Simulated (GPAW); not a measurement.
# HfC (P1) in GPAW: single point with PBE

Aim: the single point of HfC with PBE.

Everything below comes from runs of GPAW 26.7.0. Logs are shortened: lines on timing, memory, paths and dates and some standing lists are left out, and cuts for length are marked. The log counts tension as positive stress, the text compression.

## 1. The cell of the first run

The typed cell holds 4 atoms: a = 3.343 Å, b = 3.343 Å, c = 5.203 Å, α = 90.00°, β = 90.00°, γ = 120.00°.

The cell comes from a database or a generator and needn't be the stable form of this composition.

## 2. Single point, PBE (atoms moved at random, drawn with an rms of 0.05 Å)

Input file run.py:

```python
from ase import Atoms
from ase.dft.bandgap import bandgap
from ase.io import write
from ase.units import GPa
from gpaw import GPAW, PW

atoms = Atoms(['Hf', 'Hf', 'C', 'C'],
              cell=[[3.3428660531, 0.0, 0.0],
                    [-1.6714330265, 2.8950069234, 0.0],
                    [0.0, 0.0, 5.202714]],
              scaled_positions=[[0.338784, 0.666551, 0.256221],
                                [0.676648, 0.342441, 0.74911],
                                [0.009691, 0.006772, 0.49964],
                                [0.001289, -0.005217, 0.003064]],
              pbc=True)

calc = GPAW(mode=PW(800),
            xc='PBE',
            kpts={'size': (9, 9, 5), 'gamma': True},
            occupations={'name': 'fermi-dirac', 'width': 0.05},
            nbands=31,
            convergence={'density': 1e-05, 'energy': 1e-05},
            maxiter=150,
            txt='gpaw.txt')
atoms.calc = calc
energy = atoms.get_potential_energy()
forces = atoms.get_forces()
stress = atoms.get_stress()
calc.write('gs.gpw')
write('result.traj', atoms)
print(f'Energy: {energy:.6f} eV')
print('Forces (eV/A):')
print(forces.round(4))
print('Stress (GPa):', (stress / GPa).round(3))
print('Fermi level:', round(calc.get_fermi_level(), 4), 'eV')
print(f'Gap: {bandgap(calc)[0]:.4f} eV, direct: {bandgap(calc, direct=True)[0]:.4f} eV')
```

Potentials or basis: GPAW PAW data sets (gpaw-data 1.2.1), pw.

On the command line:

```bash
OMP_NUM_THREADS=1 python run.py
```

gpaw.txt:

```text
__  _  _
 | _ |_)|_||  |
 |__||  | ||/\| - 26.7.0

Input parameters:
  mode=PW(ecut=800.0),
  convergence={'density': 1e-05, 'energy': 1e-05},
  kpts=MonkhorstPack(size=(9, 9, 5), gamma=True),
  maxiter=150,
  nbands=31,
  occupations=Occupations(name='fermi-dirac', width=0.05),
  xc=XC(name='PBE')

Diagonalizing LCAO Hamiltonian
Converting LCAO to pw mode

            Hf

       C Hf

       C

Atoms  # Å, Bohr magnetons
|   | symbol |        x |         y |        z |    initial magnetic moments |
|---|--------|----------|-----------|----------|-----------------------------|
| 0 |     Hf | 0.018414 |  1.929670 | 1.333045 | ( 0.0000,  0.0000,  0.0000) |
| 1 |     Hf | 1.689576 |  0.991369 | 3.897405 | ( 0.0000,  0.0000,  0.0000) |
| 2 |      C | 0.021077 |  0.019605 | 2.599484 | ( 0.0000,  0.0000,  0.0000) |
| 3 |      C | 0.013029 | -0.015103 | 0.015941 | ( 0.0000,  0.0000,  0.0000) |

Unit cell  # Å
| periodic |         x |        y |        z |  lengths |     angles |
|----------|-----------|----------|----------|----------|------------|
|      yes |  3.342866 | 0.000000 | 0.000000 | 3.342866 |  90.000000 |
|      yes | -1.671433 | 2.895007 | 0.000000 | 3.342866 |  90.000000 |
|      yes |  0.000000 | 0.000000 | 5.202714 | 5.202714 | 120.000000 |

Number of symmetries: 1
Symmetry operations  # r_c * U_cc + t_c -> r_c
|   | kind |            matrix            |
|---|------|------------------------------|
| 0 |  E   |  1, 0, 0,  0, 1, 0,  0, 0, 1 |

BZ-sampling:
  Number of BZ points: 405
  Number of IBZ points: 203

  Monkhorst-Pack size: [9, 9, 5]
  Monkhorst-Pack shift: [0, 0, 0]

K-points  # in reciprocal-cell coordinates
|     |                                coordinates |     weight |
|-----|--------------------------------------------|------------|
|   0 | (  0.00000000,   0.00000000,   0.00000000) | 0.00246914 |
|   1 | (  0.00000000,   0.00000000,   0.20000000) | 0.00493827 |
|   2 | (  0.00000000,   0.00000000,   0.40000000) | 0.00493827 |
|   3 | (  0.00000000,   0.11111111,  -0.40000000) | 0.00493827 |
|   4 | (  0.00000000,   0.11111111,  -0.20000000) | 0.00493827 |
|   5 | (  0.00000000,   0.11111111,   0.00000000) | 0.00493827 |
|   6 | (  0.00000000,   0.11111111,   0.20000000) | 0.00493827 |
|   7 | (  0.00000000,   0.11111111,   0.40000000) | 0.00493827 |
|   8 | (  0.00000000,   0.22222222,  -0.40000000) | 0.00493827 |
|   9 | (  0.00000000,   0.22222222,  -0.20000000) | 0.00493827 |
| ... |                                            |            |
| 202 | (  0.44444444,   0.44444444,   0.40000000) | 0.00493827 |

Plane wave coefficients: 2621
Cutoff: 800.0 eV

Spin-components: 1 (collinear spins)
Bands:           31
Projectors:      22
Spin-degeneracy: 2
Datatype:        complex128

Parallelization:
  kpt:    1
  domain: 1
  band:   1

Density:
  Valence electrons: 32.0
  Components: 1
  Grid points: [24 24 35]
  Charge: 0.0  # |e|

Potential:
  Grid points: [24 24 35]

species:
  Hf:
    name:    Hafnium
    Z:       72.0
    valence: 12
    core:    60
    charge:  0.0  # [|e|]
    compensation charges:
      type: gauss
      rc: 0.41  # [Å]
      lmax: 2
    cutoffs:
      filter: 2.36  # [Å]
      core: 4.02  # [Å]
    projectors
    | kind |    occ | energy [eV] | rcut [Å] |
    |------|--------|-------------|----------|
    |   5s |  2.000 |     -66.831 |    1.397 |
    |   6s |  2.000 |      -5.097 |    1.397 |
    |   5p |  6.000 |     -35.599 |    1.307 |
    |   6p |  0.000 |      -1.401 |    1.307 |
    |   5d |  2.000 |      -2.699 |    1.334 |
    |    d |        |      24.513 |    1.334 |

    Using partial waves for Hf as LCAO basis

  C:
    name:    Carbon
    Z:       6.0
    valence: 4
    core:    2
    charge:  0.0  # [|e|]
    compensation charges:
      type: gauss
      rc: 0.20  # [Å]
      lmax: 2
    cutoffs:
      filter: 1.14  # [Å]
      core: 1.14  # [Å]
    projectors
    | kind |    occ | energy [eV] | rcut [Å] |
    |------|--------|-------------|----------|
    |   2s |  2.000 |     -13.751 |    0.635 |
    |   2p |  2.000 |      -5.284 |    0.635 |
    |    s |        |      13.461 |    0.635 |
    |    p |        |      21.927 |    0.635 |
    |    d |        |       0.000 |    0.635 |

    Using partial waves for C as LCAO basis

Reference energy: -821827.486782  # eV

eigensolver:
  PPCG
  Converge bands: occupied
  niter=2

density mixing:
  MSR1-Mixer
  Pratt-step length: 0.05
  Maximum mixing coefficient: 0.75
  Old densities: 10
  SVD Regularization: 0.005
  Good broyden scale: 1.0
  Trust region scale: 1.0
  Backstep threshold: 4.0
  History deletion threshold: 6.0
  Fourier metric: weight=20.0, sigma=0.015

occupation numbers:
  Fermi-Dirac:
    width: 0.0500  # eV

poisson solver:
  ecut: 6400.0  # eV

xc functional:
  name: PBE with 2 nearest neighbor stencil

convergence criteria:
[... 6 lines left out ...]
|iter     | |      energy | eigst |  dens |
|---------|-|-------------|-------|-------|
|iter:   1| |  -39.776890 | -0.18 |       |
|iter:   2| |  -38.605580 | -2.15 | -0.82 |
|iter:   3| |  -36.324058 | -1.31 | -0.90 |
|iter:   4| |  -36.325288 | -2.75 | -1.54 |
|iter:   5| |  -36.347159 | -3.00 | -1.79 |
|iter:   6| |  -36.347456 | -4.01 | -2.62 |
|iter:   7| |  -36.346753 | -4.68 | -2.77 |
|iter:   8| |  -36.346758 | -6.25 | -3.49 |
|iter:   9| |  -36.346757c| -7.13 | -3.95 |
|iter:  10| |  -36.346757c| -7.54c| -4.20 |
|iter:  11| |  -36.346758c| -8.20c| -5.03c|

Converged in 11 steps
Energy contributions relative to reference atoms: (reference = -821827.486782)

Energy contributions:
  Kinetic:          38.454118
  Coulomb:         -39.265574
  Zero:             -0.769552
  External:          0.000000
  Xc:              -34.763564
  Entropy:          -0.004370
  Spinorbit:         0.000000
  ----------------------------
  Free energy:     -36.348942
  Extrapolated:    -36.346758

dipole moment: (-12.814066, 0.155973, -9.978887)  # |e|*Ang

Fermi level: 11.418
Eigenvalues  # (at kpt = [0.000, 0.000, 0.000])
| band index |      eig [eV] | occ [0-2] |
|------------|---------------|-----------|
|          0 |       -49.887 |     2.000 |
|        ... |               |           |
|          7 |       -18.485 |     2.000 |
|          8 |        -1.540 |     2.000 |
|          9 |         2.793 |     2.000 |
|         10 |         4.596 |     2.000 |
|         11 |         8.305 |     2.000 |
|         12 |         8.343 |     2.000 |
[... 8 lines left out ...]
|         21 |        14.912 |     0.000 |
|         22 |        15.476 |     0.000 |
|        ... |               |           |
|         30 |        25.490 |     0.000 |

No gap
No difference between direct/indirect transitions

Forces  # eV/Ang
|        x |        y |        z |
|----------|----------|----------|
| -0.02072 |  0.04764 | -0.64705 |  # Hf   0
| -0.01370 | -0.37114 |  0.56050 |  # Hf   1
| -0.01934 | -0.00376 |  0.18248 |  # C    2
|  0.05374 |  0.32725 | -0.09596 |  # C    3

Stress tensor  # eV/Ang^3
|        x |        y |         z |
|----------|----------|-----------|
| 0.005510 | 0.000008 |  0.000091 |
| 0.000008 | 0.005209 |  0.000650 |
| 0.000091 | 0.000650 | -0.018378 |

# Writing to gs.gpw (mode='')
```

Run time: 4.1 min. Hardware: 1 thread of AMD EPYC 7B13 (Zen 3), shared host; peak memory 0.54 GiB.

What came out:

```
Free energy            : -36.3489 eV
Pressure               : 0.4 GPa
Largest force          : 0.672 eV/Å
Band gap on the k mesh : none (metal or under the smearing width)
```

Forces in eV/Å, atoms in the order of the input:
```
Hf  -0.021  0.048 -0.647
Hf  -0.014 -0.371  0.561
C   -0.019 -0.004  0.182
C    0.054  0.327 -0.096
```

Levels at points of the mesh, in eV from the Fermi level:
```
           k point  band 13  band 14  band 15  band 16  band 17  band 18  band 19  band 20
(0.00, 0.00, 0.00)    -3.07    -1.25    -1.10     1.05     1.43     1.47     1.90     2.00
```
